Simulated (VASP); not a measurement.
Write the native input for VASP 6.6.1 that does the following.

```
Task                   : relaxation of cell and atoms
Functional             : PBE
Dispersion             : D3(BJ)
Potentials or basis    : VASP PAW PBE potentials, release 64 (Sn_d, S)
Cutoff                 : 350 eV
k mesh                 : 12 × 12 × 6
Occupations            : gaussian, width 0.02 eV
Spin                   : no spin polarisation
Target pressure        : 1.2 GPa
Further INCAR settings : ALGO = Normal; EDIFF = 1e-07; IBRION = 2; EDIFFG = -0.002; NSW = 80; ISIF = 3
Target pressure        : 1.2 GPa
```

The structure of SnS2 lies in POSCAR:

```
SnS2                                    
1.0
    3.6495931626     -0.0000000000     -0.0000000000
   -1.8247965813      3.1606403870      0.0000000000
   -0.0000000000      0.0000000000      5.6288072189
  Sn              S             
     1     2
Direct
     0.0000000000000000    0.0000000000000000    0.0000000000000000
     0.3333333300000021    0.6666666699999979    0.2624878276295223
     0.6666666699999979    0.3333333300000021    0.7375121723704777
```

These files were run (other wordings do the same):

INCAR

```
SYSTEM = SnS2
PREC = Accurate
ENCUT = 350
EDIFF = 1E-7
ISMEAR = 0
SIGMA = 0.02
LREAL = .False.
LASPH = .True.
NELM = 80
ALGO = Normal
ISIF = 3
LWAVE = .False.
LCHARG = .False.
GGA = PE
IVDW = 12
IBRION = 2
NSW = 80
EDIFFG = -0.002
PSTRESS = 12.0
```

KPOINTS

```
Automatic mesh
0
Gamma
  12 12 6
  0 0 0
```

Potentials or basis: VASP PAW PBE potentials, release 64 (Sn_d, S).

Command:

```sh
$ cat potpaw_PBE.64/Sn_d/POTCAR potpaw_PBE.64/S/POTCAR > POTCAR
$ mpirun -np 1 vasp_std > vasp.out
```

Results of the run:

```yaml
Relaxed_volume: 21.61 Å³/atom
Relaxed_cell: a = 3.650 Å, b = 3.650 Å, c = 5.621 Å, α = 90.00°, β = 90.00°, γ = 120.00°
Space_group_after_relaxing_to_0.05_Å: P-3m1 (No. 164)
Energy_change_on_relaxing_the_enthalpy_is_what_falls: +0.2 meV/atom
Ionic_steps: 8
Pressure_after_relaxing: 1.2 GPa
Band_gap_on_the_k_mesh: 1.08 eV, indirect (least direct gap 1.63 eV)
Dispersion_energy_per_atom: -0.344 eV
```

Caveat: the cell is relaxed towards a set pressure, so the enthalpy falls and the energy may rise; spin-orbit coupling is left out, which moves the levels of the heavy elements.

Wall time 2.6 min on 1 thread of Intel(R) Xeon(R) Platinum 8259CL CPU @ 2.50GHz (Skylake/Cascade Lake), on a shared host, peak memory 0.21 GiB.
